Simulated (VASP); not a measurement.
A run of VASP 6.6.1 is set up as follows.

The input INCAR:

```
ALGO = Normal ; EDIFF = 1E-6
ENCUT = 520 ; GGA = PS
ISIF = 2 ; ISMEAR = 0
LASPH = True ; LCHARG = True
LELF = True ; LREAL = False
LVHAR = True ; LWAVE = False
NELM = 60 ; PREC = Accurate
SIGMA = 0.02
```

KPOINTS

```
k-points
0
Gamma
  20 20 20
```

POSCAR

```
BAs
1.0
    0.0000000000      2.3885000000      2.3885000000
    2.3885000000      0.0000000000      2.3885000000
    2.3885000000      2.3885000000      0.0000000000
B As
1 1
Direct
    0.0000000000      0.0000000000      0.0000000000
    0.2500000000      0.2500000000      0.2500000000
```

Potentials or basis: VASP PAW PBE potentials, release 64 (B, As).

Launch:

```console
$ cat potpaw_PBE.64/B/POTCAR potpaw_PBE.64/As/POTCAR > POTCAR
$ mpirun -np 1 vasp_std > vasp.out
```

Question: Estimate the band gap on the k mesh.

Answer: 1.08 eV, indirect (least direct gap 3.24 eV).

Question: Estimate the pressure.

Answer: 0.1 GPa.

Caveat: the PAW data sets were made with another functional, which shifts forces and pressure a little. A hybrid or GW would open this gap; PBEsol tends to underestimate it.
